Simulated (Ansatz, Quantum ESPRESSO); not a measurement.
This is a calculation of AlN for Ansatz 0.2.0. Measurements of this composition are mostly on another form, of space group No. 186.

File input.yaml:

```yaml
crystal:
  lattice:
    - [0.0, 2.1839935596, 2.1839935596]
    - [2.1839935596, 0.0, 2.1839935596]
    - [2.1839935596, 2.1839935596, 0.0]
  atoms:
    - { symbol: Al, position: [0.0, 0.0, 0.0] }
    - { symbol: "N", position: [0.25, 0.25, 0.25] }
hamiltonian:
  xc: pbe
  pseudopotentials: { kind: paw }
kpoints:
  mp_grid: { grid: [10, 10, 10] }
scf:
  occupations: { method: fermi_dirac, width: 0.05 }
output:
  forces: true
  stress: true
  eigenvalues: true
relax:
  f_tol: 0.01
  max_steps: 40
  cell: { stress_tol: 0.05 }
```

Potentials or basis: Ansatz PAW.

The run is started by

```sh
$ ansatz run input.yaml --threads 1 --pin off --max-ram 3584MiB --backend cpu --events-out ev --progress --plain --runs-dir out
```

Problem. What does the same run look like in Quantum ESPRESSO 7.5 (ASE script)? Potentials or basis there: PseudoDojo 0.4.1 SR PBE standard, cutoff 1143 eV.

Solution. As run (cutoffs and basis follow the program's own potentials, and thresholds, step limits or extra output files can differ):

run.py

```python
import numpy as np
from ase.calculators.espresso import Espresso, EspressoProfile
from ase.io import read

atoms = read('AlN.cif')

input_data = {
    'control': {'calculation': 'scf', 'prefix': 'pwscf', 'outdir': './tmp', 'tprnfor': True, 'tstress': True, 'disk_io': 'low'},
    'system': {'ecutwfc': 84.0, 'nbnd': 9, 'occupations': 'smearing', 'smearing': 'fd', 'degauss': 0.00367493},
    'electrons': {'conv_thr': 4e-10, 'electron_maxstep': 120, 'mixing_beta': 0.5},
}
pseudopotentials = {'N': 'N.upf', 'Al': 'Al.upf'}
profile = EspressoProfile(command='pw.x', pseudo_dir='pseudo')
dft = Espresso(profile=profile, input_data=input_data, pseudopotentials=pseudopotentials, kpts=(10, 10, 10), koffset=(0, 0, 0))
atoms.calc = dft

from ase.optimize import BFGS
from ase.filters import FrechetCellFilter
done = BFGS(FrechetCellFilter(atoms), trajectory='opt.traj').run(fmax=0.02, steps=30)
print('converged', done)
print('cell (A)', np.round(atoms.cell.cellpar(), 5))
print(f'energy {atoms.get_potential_energy():.8f} eV')
print('forces (eV/A)')
print(np.round(atoms.get_forces(), 6))
print('stress (eV/A^3, Voigt)')
print(np.round(atoms.get_stress(), 8))
print(f'Fermi level {dft.get_fermi_level():.4f} eV')
```

Contents of AlN.cif:

```cif
data_AlN
_cell_length_a 3.08863331
_cell_length_b 3.08863331
_cell_length_c 3.08863331
_cell_angle_alpha 60.00000000
_cell_angle_beta 60.00000000
_cell_angle_gamma 60.00000000
_space_group_name_H-M_alt 'P1'
_space_group_name_Hall 'P 1'
_space_group_IT_number 1
loop_
_space_group_symop_operation_xyz
'x,y,z'
loop_
_atom_site_label
_atom_site_type_symbol
_atom_site_symmetry_multiplicity
_atom_site_Wyckoff_symbol
_atom_site_fract_x
_atom_site_fract_y
_atom_site_fract_z
_atom_site_occupancy
Al1 Al 1 a 0.0000000000 0.0000000000 0.0000000000 1
N1 N 1 a 0.2500000000 0.2500000000 0.2500000000 1
```

Potentials or basis: PseudoDojo 0.4.1 SR PBE standard.

Run with:

```sh
$ OMP_NUM_THREADS=1 python run.py
```

Both were run:

|  | Ansatz | Quantum ESPRESSO |
| --- | --- | --- |
| Relaxed volume | 10.67 Å³/atom | 10.65 Å³/atom |
| Relaxed cell | a = 3.114 Å, b = 3.114 Å, c = 3.114 Å, α = 60.00°, β = 60.00°, γ = 60.00° | a = 3.111 Å, b = 3.111 Å, c = 3.111 Å, α = 60.00°, β = 60.00°, γ = 60.00° |
| Space group after relaxing | F-43m (No. 216) | F-43m (No. 216) |
| Pressure after relaxing | 0.0 GPa | 0.1 GPa |

Ansatz's pressure holds a Pulay term of +0.49 GPa for its cutoff of 420 eV, which the other run lacks.

Where Ansatz's input types no cutoff or centring, it takes its own default and a Γ-centred mesh.

Pressure is positive in compression.
